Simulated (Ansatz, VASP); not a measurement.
# Ga: VASP beside Ansatz

```
Ga
1.0
     1.45000   -4.06500    0.00000
     1.45000    4.06500    0.00000
     0.00000    0.00000    3.17000
Ga
2
Direct
  0.86700 0.13300 0.25000
  0.13300 0.86700 0.75000
```

Alike in both runs: task single point; functional PBEsol; k mesh 12 × 12 × 10; occupations fermi-dirac, width 0.08 eV; no spin polarisation.

|  | VASP | Ansatz |
| --- | --- | --- |
| version | VASP 6.6.1 | Ansatz 0.2.0 |
| potentials or method | VASP PAW PBE potentials, release 64 (Ga_d), cutoff 520 eV | all-electron LAPW, scalar-relativistic |

```tsv
	VASP	Ansatz	Ansatz less VASP
pressure (GPa)	-1.9	-1.9	+0.02
largest component of the traceless stress (GPa)	2.19	2.19	+0.002
rms of the force components (eV/Å)	0.112	0.112	-0.0004
```

Atom by atom the forces differ by 0.000 eV/Å (rms over components). Ansatz ran all-electron here, so the differences hold the error of VASP's frozen core and of both bases.

Caveats: the PAW data sets were made with another functional, which shifts forces and pressure a little (VASP).
